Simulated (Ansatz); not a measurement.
# C41O: the cost of one run

Method: DFT PBE+D3(BJ), scalar-relativistic, plane waves, PAW, in Ansatz 0.2.0.

A COD entry behind a cell of this session may itself be a prediction, so a difference from it is no test against experiment.

3 further runs of the same task are left out: 3 set aside as unsound or not needed.

## 1. Starting point

The structure is hexagonal, space group P6_3/mmc (No. 194). The conventional cell has a = 2.501 Å, b = 2.501 Å, c = 4.163 Å, α = 90.00°, β = 90.00°, γ = 120.00°. C (site symmetry 3m) is surrounded by 4 C at 1.54 to 1.56 Å.

Coordinates:

```cif
data_structure
_symmetry_space_group_name_H-M 'P 1'
_symmetry_Int_Tables_number 1
_cell_length_a 2.5012
_cell_length_b 2.5012
_cell_length_c 4.1633
_cell_angle_alpha 90.000
_cell_angle_beta 90.000
_cell_angle_gamma 120.000
_cell_volume 22.56
loop_
_atom_site_label
_atom_site_type_symbol
_atom_site_fract_x
_atom_site_fract_y
_atom_site_fract_z
_atom_site_occupancy
C1 C 0.33333 0.66667 0.06277 1
C2 C 0.66667 0.33333 0.56277 1
C3 C 0.33333 0.66667 0.43723 1
C4 C 0.66667 0.33333 0.93723 1
```

This cell was relaxed beforehand with the same method: volume 5.64 Å³/atom, gap on the mesh 3.31 eV.

## 2. The grid

Atoms count from 1 in the order of the input.

CO (O end down) is moved over the surface cell at a fixed height above a rigid substrate; the origin of the map has the adsorbate above C33; the height is held at 3.00 Å.

The axes are (1) position of O41 along the first surface vector, from above C33: 6 values from 0.000 to 0.833, periodic; (2) position of O41 along the second surface vector, from above C33: 6 values from 0.000 to 0.833, periodic.

Nothing else is relaxed. Points are written as (first, second).

The two vectors of the plane (Å): (2.501, 0.000, 0.000); (-1.251, 2.166, 0.000).

## 3. Grid point (0/6, 0/6) of the map's two axes

A dipole layer in the vacuum cancels the field that periodic copies would set up if the slab's two faces differ.

input.yaml

```yaml
crystal:
  lattice:
    - [5.0023994482, 0.0, 0.0]
    - [-2.5011997241, 4.332205002, 0.0]
    - [0.0, 0.0, 29.8015210142]
  atoms:
    - { symbol: C, position: [0.1666666667, 0.3333333333, 0.1342213372] }
    - { symbol: C, position: [0.1666666667, 0.8333333333, 0.1342213372] }
    - { symbol: C, position: [0.6666666667, 0.3333333333, 0.1342213372] }
    - { symbol: C, position: [0.6666666667, 0.8333333333, 0.1342213372] }
    - { symbol: C, position: [0.3333333333, 0.1666666667, 0.1517607978] }
    - { symbol: C, position: [0.3333333333, 0.6666666667, 0.1517607978] }
    - { symbol: C, position: [0.8333333333, 0.1666666667, 0.1517607978] }
    - { symbol: C, position: [0.8333333333, 0.6666666667, 0.1517607978] }
    - { symbol: C, position: [0.3333333333, 0.1666666667, 0.2040722337] }
    - { symbol: C, position: [0.3333333333, 0.6666666667, 0.2040722337] }
    - { symbol: C, position: [0.8333333333, 0.1666666667, 0.2040722337] }
    - { symbol: C, position: [0.8333333333, 0.6666666667, 0.2040722337] }
    - { symbol: C, position: [0.1666666667, 0.3333333333, 0.2216116943] }
    - { symbol: C, position: [0.1666666667, 0.8333333333, 0.2216116943] }
    - { symbol: C, position: [0.6666666667, 0.3333333333, 0.2216116943] }
    - { symbol: C, position: [0.6666666667, 0.8333333333, 0.2216116943] }
    - { symbol: C, position: [0.1666666667, 0.3333333333, 0.2739231302] }
    - { symbol: C, position: [0.1666666667, 0.8333333333, 0.2739231302] }
    - { symbol: C, position: [0.6666666667, 0.3333333333, 0.2739231302] }
    - { symbol: C, position: [0.6666666667, 0.8333333333, 0.2739231302] }
    - { symbol: C, position: [0.3333333333, 0.1666666667, 0.2861916636] }
    - { symbol: C, position: [0.3333333333, 0.6666666667, 0.2861916636] }
    - { symbol: C, position: [0.8333333333, 0.1666666667, 0.2861916636] }
    - { symbol: C, position: [0.8333333333, 0.6666666667, 0.2861916636] }
    - { symbol: C, position: [0.3333333333, 0.1666666667, 0.3856538364] }
    - { symbol: C, position: [0.3333333333, 0.6666666667, 0.3856538364] }
    - { symbol: C, position: [0.8333333333, 0.1666666667, 0.3856538364] }
    - { symbol: C, position: [0.8333333333, 0.6666666667, 0.3856538364] }
    - { symbol: C, position: [0.1666666667, 0.3333333333, 0.3860183235] }
    - { symbol: C, position: [0.1666666667, 0.8333333333, 0.3860183235] }
    - { symbol: C, position: [0.6666666667, 0.3333333333, 0.3860183235] }
    - { symbol: C, position: [0.6666666667, 0.8333333333, 0.3860183235] }
    - { symbol: C, position: [0.1666666667, 0.3333333333, 0.5050458351] }
    - { symbol: C, position: [0.1666666667, 0.8333333333, 0.5050458351] }
    - { symbol: C, position: [0.6666666667, 0.3333333333, 0.5050458351] }
    - { symbol: C, position: [0.6666666667, 0.8333333333, 0.5050458351] }
    - { symbol: C, position: [0.3333333333, 0.1666666667, 0.5050588192] }
    - { symbol: C, position: [0.3333333333, 0.6666666667, 0.5050588192] }
    - { symbol: C, position: [0.8333333333, 0.1666666667, 0.5050588192] }
    - { symbol: C, position: [0.8333333333, 0.6666666667, 0.5050588192] }
    - { symbol: O, position: [0.1666666667, 0.3333333333, 0.6057118379] }
    - { symbol: C, position: [0.1666666667, 0.3333333333, 0.6443004724] }
basis:
  ecutwfc: 420
kpoints:
  mp_grid: { grid: [6, 6, 1] }
hamiltonian:
  xc: pbe
  pseudopotentials: { kind: paw, azcp: { folder: soft_1 } }
  dispersion: d3bj
scf:
  occupations: { method: gaussian, width: 0.05 }
output:
  forces: true
  eigenvalues: true
efield:
  axis: 3
  dipole_correction: true
  ramp_width: 0.04
```

On the command line:

```bash
$ ansatz run input.yaml --threads 2 --pin off --max-ram 6144MiB --backend cpu --events-out ev --progress --plain --runs-dir out
```

Q: Estimate wall time and peak memory on 2 threads of AMD EPYC 9R45 (Zen 5), shared host.

About 15 s, with a peak of 1.4 GiB.
